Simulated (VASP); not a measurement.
Nd, 1 atom in the cell. Symmetry: Im-3m, No. 229, cubic system. The conventional cell has a = 4.151 Å, b = 4.151 Å, c = 4.151 Å, α = 90.00°, β = 90.00°, γ = 90.00°. Nd (site symmetry m-3m) is surrounded by 8 Nd at 3.59 Å. This isn't the form of Nd at room conditions, which is double hcp.

```yaml
Program: VASP 6.6.1
Task: single point
Functional: RPBE
Potentials_or_basis: VASP PAW PBE potentials, release 64 (Nd)
Cutoff: 520 eV
k_mesh: 9 × 9 × 9
Occupations: gaussian, width 0.05 eV
Spin: collinear spin, ferromagnetic start
Starting_moments: "[3.0] μB"
Further_INCAR_settings: ALGO = Normal; EDIFF = 1e-06
```

Potentials or basis: VASP PAW PBE potentials, release 64 (Nd).

Command:

```console
$ cat potpaw_PBE.64/Nd/POTCAR > POTCAR
$ mpirun -np 1 vasp_std > vasp.out
```

Hardware: 1 thread of AMD EPYC 9R45 (Zen 5), with other jobs on the host.

Task: How long does it take, and how much memory?

Result: Wall time 84 s on 1 thread of AMD EPYC 9R45 (Zen 5), on a shared host, peak memory 0.16 GiB. Counts: scf iterations 40, k points 35.
